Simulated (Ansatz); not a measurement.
# WS2 in Ansatz: band structure with PBE

Aim: the band structure of WS2 with PBE.

Program: Ansatz 0.2.0. These are calculated values, not measurements. Logs are shortened: lines on timing, memory, paths and dates and some standing lists are left out, and cuts for length are marked.

## Step 1: Starting point

The cell holds a slab with vacuum, 12 atoms: a = 3.183 Å, b = 3.183 Å, c = 35.181 Å, α = 90.00°, β = 90.00°, γ = 120.00°.

## Step 2: Band structure, PBE

Contents of input.yaml:

```yaml
crystal:
  lattice:
    - [3.1831225544, 0.0, 0.0]
    - [-1.5915612772, 2.7566649955, 0.0]
    - [0.0, 0.0, 35.1805582101]
  atoms:
    - { symbol: W, position: [0.3333333333, 0.6666666667, 0.59231661] }
    - { symbol: W, position: [0.3333333333, 0.6666666667, 0.2234] }
    - { symbol: W, position: [0.6666666667, 0.3333333333, 0.7766] }
    - { symbol: W, position: [0.6666666667, 0.3333333333, 0.40768339] }
    - { symbol: S, position: [0.3333333333, 0.6666666667, 0.82114964] }
    - { symbol: S, position: [0.3333333333, 0.6666666667, 0.45202369] }
    - { symbol: S, position: [0.6666666667, 0.3333333333, 0.63662107] }
    - { symbol: S, position: [0.6666666667, 0.3333333333, 0.26774184] }
    - { symbol: S, position: [0.3333333333, 0.6666666667, 0.73225816] }
    - { symbol: S, position: [0.3333333333, 0.6666666667, 0.36337893] }
    - { symbol: S, position: [0.6666666667, 0.3333333333, 0.54797631] }
    - { symbol: S, position: [0.6666666667, 0.3333333333, 0.17885036] }
hamiltonian:
  xc: pbe
  pseudopotentials: { kind: paw }
kpoints:
  mp_grid: { grid: [10, 10, 1] }
  band_path:
    path:
      - [[0.0, 0.0, 0.0], [0.5, 0.0, 0.0], [0.3333333333, 0.3333333333, 0.0], [0.0, 0.0, 0.0], [0.0, 0.0, 0.5], [0.5, 0.0, 0.5], [0.3333333333, 0.3333333333, 0.5], [0.0, 0.0, 0.5]]
      - [[0.5, 0.0, 0.5], [0.5, 0.0, 0.0]]
      - [[0.3333333333, 0.3333333333, 0.0], [0.3333333333, 0.3333333333, 0.5]]
    npoints: 10
scf:
  occupations: { method: fermi_dirac, width: 0.05 }
  n_extra_bands: 30
output:
  forces: true
  stress: true
  eigenvalues: true
  fatbands: false
```

Potentials or basis: Ansatz PAW.

Command:

```sh
> ansatz run input.yaml --threads 4 --pin off --max-ram 11264MiB --backend cpu --events-out ev --progress --plain --runs-dir out
```

Standard output:

```text
Warning: RAYON_NUM_THREADS=4 ignored (pool sized by the plan → 4); use --threads N
scf.n_extra_bands = 30 over 52 filled bands (N_el = 104.0): the run solves 82 bands
Engine: ansatz 0.2.0, aarch64-unknown-linux-gnu
Pseudopotentials: kind: paw
Pseudopotential: W, paw, valence charge 14, recommended cutoff 420 eV (normal), W.paw.azcp
Pseudopotential: S, paw, valence charge 6, recommended cutoff 420 eV (normal), S.paw.azcp
Functional definition: PBE
  parameter kappa = 0.804
  parameter beta = 0.06672455060314922
  exchange = pbe_x(kappa = kappa, mu = beta*pi^2/3)
  correlation = pbe_c(beta = beta)
Crystal: 12 atoms, lattice volume = 308.702 Å³
Basis set: ecut = 420 eV, 6081 PW (Γ), exchange–correlation on 48×48×480 points (8 copies of the dense FFT grid, shifted against one another)
Bands: 82, of which v1, the nominal top of the filled ones, is band 52 counted from 1 (51 counted from 0)
Symmetry: 12 space group operations
Space group: P-3m1 (ITA 164), of the structure as read, at distance tolerance 6.8e-5 Å
k-points: 14 of 100
Non-local potential: W, projectors of the file, l = 0: 3, l = 1: 2, l = 2: 2, l = 3: 1
Non-local potential: S, projectors of the file, l = 0: 2, l = 1: 2, l = 2: 2
PAW form: soft (Blöchl's): semilocal exchange-correlation on the pseudo side does not see the compensation charge
PAW one-centre angular grid: W, 590 points (default); XC on 64 Gauss nodes
PAW one-centre angular grid: S, 110 points (default); XC on 64 Gauss nodes
Initial density: superposition of atomic densities (neutral atoms: chi_scale 0, normalization atom), corrected by the library's trained network
Initial wavefunctions: pseudopotential atomic-orbital guess
Functional: x = pbe(κ = 0.804, μ = 0.2195149727645171), c = pbe(β = 0.06672455060314922)
SCF iter   1: F=—  HF=-48765.686901 eV  |F-HF|=—  |Δ(HF+E_count)|=         —  Δρ=4.59e-3  dr2=8.64e-2  ethr=1.77e-3  ⟨swp⟩=7.7  Hψ=5993  notcnv=0  defer=133
preconditioner: auto → Resta (q_TF=auto, 2.276 Å⁻¹)  ε∞=3.7  [insulator: Δε(μ)=1.395 eV  Ē_g=10.863 eV  σ=0.050 eV  W_gap=1.00  n_scr=24 (ndim 8)  ℏωp=17.9 eV  f_vac=0.281  D(μ)=0.00/eV (n_scr^D=0)  ε∞_Penn≈3.7  vacuum switching on, ρ_ref=8.6e-3 e/Å³]
SCF iter   2: F=—  HF=-48765.692106 eV  |F-HF|=—  |Δ(HF+E_count)|=   5.21e-3  Δρ=2.46e-3  dr2=2.07e-2  ethr=8.30e-5  ⟨swp⟩=2.2  Hψ=1871  notcnv=0  defer=250
SCF iter   3: F=—  HF=-48765.695864 eV  |F-HF|=—  |Δ(HF+E_count)|=   3.76e-3  Δρ=1.50e-3  dr2=3.18e-3  ethr=1.99e-5  ⟨swp⟩=2.0  Hψ=1126  notcnv=0  defer=250
SCF iter   4: F=—  HF=-48765.700353 eV  |F-HF|=—  |Δ(HF+E_count)|=   4.49e-3  Δρ=6.10e-4  dr2=2.47e-3  ethr=3.06e-6  ⟨swp⟩=2.4  Hψ=1428  notcnv=0  defer=250
SCF iter   5: F=—  HF=-48765.700552 eV  |F-HF|=—  |Δ(HF+E_count)|=   2.00e-4  Δρ=1.17e-4  dr2=3.21e-5  ethr=2.37e-6  ⟨swp⟩=2.0  Hψ=1134  notcnv=0  defer=250
SCF iter   6: F=—  HF=-48765.700433 eV  |F-HF|=—  |Δ(HF+E_count)|=   1.19e-4  Δρ=3.67e-5  dr2=1.99e-5  ethr=3.09e-8  ⟨swp⟩=3.6  Hψ=2160  notcnv=0  defer=250
SCF iter   7: F=—  HF=-48765.700432 eV  |F-HF|=—  |Δ(HF+E_count)|=   9.89e-7  Δρ=2.10e-5  dr2=5.90e-6  ethr=1.91e-8  ⟨swp⟩=1.9  Hψ=1078  notcnv=0  defer=250
SCF iter   8: F=—  HF=-48765.700432 eV  |F-HF|=—  |Δ(HF+E_count)|=   4.14e-7  Δρ=1.18e-5  dr2=2.05e-6  ethr=5.67e-9  ⟨swp⟩=2.0  Hψ=1065  notcnv=0  defer=250
SCF iter   9: F=—  HF=-48765.700431 eV  |F-HF|=—  |Δ(HF+E_count)|=   1.10e-7  Δρ=3.58e-6  dr2=1.15e-7  ethr=1.97e-9  ⟨swp⟩=2.0  Hψ=1282  notcnv=0  defer=250
SCF iter  10: F=-48765.700431 eV  HF=-48765.700431 eV  |F-HF|=1.51e-8  |Δ(HF+E_count)|=   1.40e-8  Δρ=1.63e-6  dr2=2.17e-8  ethr=9.62e-11  ⟨swp⟩=16.1  Hψ=6921  notcnv=0
SCF 1 converged in 10 iterations: F = -48765.700431 eV  dr2 = 2.17e-8
NSCF: frozen V_eff on 93 k-points
SCF converged after 10 iterations
Free energy (F): -48765.700431 eV
Harris-Foulkes:  -48765.700431 eV  (|F-HF|=1.51e-8)
Internal energy: -48765.700431 eV  (E = F + TS)
E sigma→0 (E₀):  -48765.700431 eV
Entropy (-TS):   -0.000000 eV (-0.000 meV/atom)
Fermi energy:    6.977791 eV
--- Per-component energies (eV) ---
  E_band       = -1285.843542
  E_kinetic    = 2663.879030
  E_local      = -57862.772581  (includes V_loc(G=0)·N_el)
  E_nonlocal   = 229.248767
  E_hartree    = 27941.733408
  E_xc         = -1848.079796
  E_vxc        = -1659.352478  (∫ρ·V_xc dr)
  E_paw        = -39052.461035  (= ΣΔE_a)
  E_vpaw       = -540.309999  (= ΣTr[D̂ρ^β])
  E_aug_tail   = -0.000237  (compensation charges beyond the density's cutoff)
  E_ewald      = 19162.752012
  E_smearing   = -0.000000  (= −TS)
  E_closure    = 0.000000  (closes the sum)
  Σ components = -48765.700431   (vs F -48765.700431, Δ=0.00e0)
--- Forces (eV/Å), atoms counted from 1 ---
  atom   1  W      0.00000000    -0.00000000    -0.02099180
  atom   2  W     -0.00000000    -0.00000000    -0.13494447
  atom   3  W      0.00000000     0.00000000     0.13494447
  atom   4  W      0.00000000     0.00000000     0.02099180
  atom   5  S     -0.00000000    -0.00000000     0.11942427
  atom   6  S     -0.00000000    -0.00000000     0.21309476
  atom   7  S      0.00000000     0.00000000     0.23221975
  atom   8  S      0.00000000     0.00000000     0.19430684
  atom   9  S     -0.00000000    -0.00000000    -0.19430684
  atom  10  S     -0.00000000    -0.00000000    -0.23221975
  atom  11  S      0.00000000     0.00000000    -0.21309476
  atom  12  S      0.00000000     0.00000000    -0.11942427
  max |Σ_I F_I| component: 1.39e-16 eV/Å
--- Stress (GPa, compression-positive) ---
        0.883892       0.000000       0.000000
       -0.000000       0.883892      -0.000000
        0.000000      -0.000000       1.830031
  P = ⅓ Tr σ = 1.1993 GPa (11.993 kbar)
--- Band table (eV; the first three rows and the last of 14) ---
  k-point 0: bands = ["-68.0716", "-68.0716", "-68.0706", "-68.0706", "-32.3519", "-32.3519", "-32.3509", "-32.3508", "-32.2026", "-32.2026", "-32.2026", "-32.2026", "-32.2004", "-32.2004", "-32.2004", "-32.2004", "-8.9673", "-8.9307", "-8.8905", "-8.8728", "-7.3404", "-7.2809", "-7.2123", "-7.1632", "-0.7567", "-0.5986", "-0.3949", "-0.2347", "2.9571", "2.9571", "2.9601", "2.9601", "2.9904", "2.9904", "2.9904", "2.9904", "3.1838", "3.5267", "3.9902", "4.1985", "4.1985", "4.2095", "4.2095", "4.2321", "4.2321", "4.2326", "4.2326", "4.4447", "5.5832", "5.8639", "6.1534", "6.3351", "8.7529", "8.7529", "8.7554", "8.7554", "8.7601", "8.7601", "8.7604", "8.7604", "8.8985", "8.8985", "8.9187", "8.9187", "8.9482", "8.9482", "8.9714", "8.9714", "10.9098", "10.9980", "11.1198", "11.2507", "11.3642", "11.5883", "12.8896", "14.2542", "14.3696", "14.4279", "14.4576", "14.5282", "14.5799", "14.7885"]
  k-point 1: bands = ["-68.0700", "-68.0700", "-68.0690", "-68.0690", "-32.3460", "-32.3460", "-32.3450", "-32.3450", "-32.2353", "-32.2353", "-32.2330", "-32.2330", "-32.2102", "-32.2102", "-32.2080", "-32.2080", "-8.8034", "-8.7670", "-8.7269", "-8.7090", "-7.2776", "-7.2203", "-7.1547", "-7.1084", "-0.5629", "-0.4061", "-0.2029", "-0.0419", "2.5430", "2.5492", "2.5773", "2.5775", "2.8481", "3.0956", "3.1164", "3.1214", "3.1506", "3.1506", "3.3546", "3.5067", "3.9470", "3.9595", "3.9821", "3.9829", "4.3051", "4.3884", "4.5556", "4.8030", "5.5514", "5.7708", "5.9794", "6.0998", "8.5255", "8.5563", "8.5943", "8.6248", "8.6268", "8.7020", "8.7234", "8.7471", "8.7477", "8.7702", "8.8016", "8.8314", "9.0452", "9.0564", "9.0682", "9.0728", "11.2474", "11.4650", "11.8209", "11.9470", "11.9791", "12.0939", "13.1069", "14.4114", "14.5583", "14.8510", "14.8657", "15.0226", "15.0995", "15.2296"]
  k-point 2: bands = ["-68.0659", "-68.0659", "-68.0649", "-68.0649", "-32.3305", "-32.3305", "-32.3296", "-32.3296", "-32.3200", "-32.3200", "-32.3174", "-32.3174", "-32.2300", "-32.2300", "-32.2278", "-32.2278", "-8.3473", "-8.3119", "-8.2726", "-8.2549", "-7.1036", "-7.0525", "-6.9960", "-6.9576", "-0.0723", "0.0751", "0.2684", "0.4227", "1.6727", "1.6922", "1.7190", "1.7269", "2.1974", "2.3606", "2.5141", "2.6001", "3.4086", "3.4216", "3.4441", "3.4464", "3.5389", "3.5503", "3.5779", "3.5780", "4.1779", "4.2980", "4.4851", "4.6859", "5.2718", "5.3404", "5.3965", "5.4207", "7.9979", "8.1328", "8.3229", "8.4735", "8.5007", "8.5226", "8.5371", "8.5680", "8.7146", "8.8423", "8.9423", "8.9968", "9.6492", "9.6722", "9.7014", "9.7230", "11.8406", "12.0829", "12.9544", "13.1266", "13.1437", "13.3854", "13.7835", "14.6629", "14.6885", "14.7559", "14.8595", "15.0284", "15.1165", "15.3978"]
  k-point 13: bands = ["-68.0531", "-68.0531", "-68.0521", "-68.0521", "-32.4674", "-32.4674", "-32.4644", "-32.4644", "-32.3961", "-32.3961", "-32.3934", "-32.3934", "-32.2831", "-32.2831", "-32.2824", "-32.2824", "-6.5549", "-6.5445", "-6.5238", "-6.5227", "-6.3981", "-6.3868", "-6.3712", "-6.3706", "0.1313", "0.1581", "0.1893", "0.2009", "0.3124", "0.3310", "0.3518", "0.3520", "1.5619", "1.5636", "1.5838", "1.5850", "1.9408", "1.9658", "2.0276", "2.0893", "2.4499", "2.5550", "2.6271", "2.6344", "3.5649", "3.5819", "3.6342", "3.6919", "5.6613", "5.6923", "5.7264", "5.7478", "7.8531", "7.8610", "7.8762", "7.8766", "8.9694", "9.1346", "9.3613", "9.5699", "9.6313", "9.7317", "9.8010", "9.8406", "11.1611", "11.2205", "11.3164", "11.4154", "12.4390", "12.4730", "12.5264", "12.5558", "12.8713", "13.0917", "13.4687", "13.8052", "14.9621", "15.0394", "15.1214", "15.2733", "15.9070", "16.1121"]
```

Run time: 24 s. Hardware: 4 threads of Arm Neoverse V1, shared host; peak memory 1.5 GiB.

What came out:

```yaml
Free_energy: -48765.7004 eV
Largest_force: 0.232 eV/Å
Band_gap_on_the_k_mesh: 1.43 eV, indirect (least direct gap 2.11 eV)
Band_gap_along_the_path: 1.32 eV, indirect (least direct gap 1.75 eV)
```

Forces in eV/Å, atoms in the order of the input:
```
W    0.000  0.000 -0.021
W    0.000  0.000 -0.135
W    0.000  0.000  0.135
W    0.000  0.000  0.021
S    0.000  0.000  0.119
S    0.000  0.000  0.213
S    0.000  0.000  0.232
S    0.000  0.000  0.194
S    0.000  0.000 -0.194
S    0.000  0.000 -0.232
S    0.000  0.000 -0.213
S    0.000  0.000 -0.119
```

Levels at the corners of the path, in eV from the valence-band top:
```csv
point,band 48,band 49,band 50,band 51,band 52,band 53,band 54,band 55,band 56,band 57
Γ,-1.89,-0.75,-0.47,-0.18,0.00,2.42,2.42,2.42,2.42,2.42
M,-1.72,-1.43,-1.40,-1.37,-1.35,2.37,2.37,2.39,2.39,2.77
K,-2.79,-0.52,-0.49,-0.46,-0.43,1.32,1.32,1.34,1.34,2.59
Γ,-1.89,-0.75,-0.47,-0.18,0.00,2.42,2.42,2.42,2.42,2.42
A,-1.89,-0.75,-0.47,-0.18,0.00,2.42,2.42,2.42,2.42,2.42
L,-1.72,-1.43,-1.40,-1.37,-1.35,2.37,2.37,2.39,2.39,2.77
H,-2.79,-0.52,-0.49,-0.46,-0.43,1.32,1.32,1.34,1.34,2.59
A,-1.89,-0.75,-0.47,-0.18,0.00,2.42,2.42,2.42,2.42,2.42
L,-1.72,-1.43,-1.40,-1.37,-1.35,2.37,2.37,2.39,2.39,2.77
M,-1.72,-1.43,-1.40,-1.37,-1.35,2.37,2.37,2.39,2.39,2.77
K,-2.79,-0.52,-0.49,-0.46,-0.43,1.32,1.32,1.34,1.34,2.59
H,-2.79,-0.52,-0.49,-0.46,-0.43,1.32,1.32,1.34,1.34,2.59
```

Caveat: the k mesh misses the band edges, so the gap on the mesh is wider than the one along the path; spin-orbit coupling is left out, which moves the levels of the heavy elements.
